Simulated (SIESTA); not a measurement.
The system is TiC.

```
Ti C
1.0
     0.00000    2.16572    2.16572
     2.16572    0.00000    2.16572
     2.16572    2.16572    0.00000
Ti C
1 1
Direct
  0.00000 0.00000 0.00000
  0.50000 0.50000 0.50000
```

The cell is a database's computed one.

| Quantity | Value |
| --- | --- |
| Program | SIESTA 5.4.2 |
| Task | single point |
| Functional | PBEsol |
| Potentials or basis | PseudoDojo 0.4 standard (PBEsol files) |
| Basis | DZP (energy shift 0.003 Ry; two zetas on semicore shells) |
| Grid cutoff | 800 Ry |
| Energy shift | 0.003 Ry |
| k mesh | 11 × 11 × 11 |
| Occupations | fermi-dirac, width 0.05 eV |
| Spin | no spin polarisation |

On this cell: pressure -5.4 GPa; largest force zero by symmetry; band gap on the k mesh none (metal or under the smearing width).

The same run follows on a disturbed copy (atoms moved at random, drawn with an rms of 0.05 Å):

```
Ti C
1.0
     0.00000    2.16572    2.16572
     2.16572    0.00000    2.16572
     2.16572    2.16572    0.00000
Ti C
1 1
Direct
  0.98208 0.02153 0.99282
  0.48439 0.50743 0.51417
```

Q: What does the disturbed cell give?

A: The energy (extrapolated to zero smearing) moves by +8.6 meV/atom; pressure -5.0 GPa; largest force 0.572 eV/Å; band gap on the k mesh none (metal or under the smearing width).

Forces in eV/Å, atoms in the order of the input:
```
Ti   0.151  0.492 -0.246
C   -0.151 -0.493  0.246
```

Stress tensor (GPa, compression positive):
```
-5.22 -0.15  0.08
-0.15 -4.54  0.23
 0.08  0.23 -5.10
```

Caveats: the basis of atomic orbitals isn't converged, which shifts pressures, moduli and gaps.
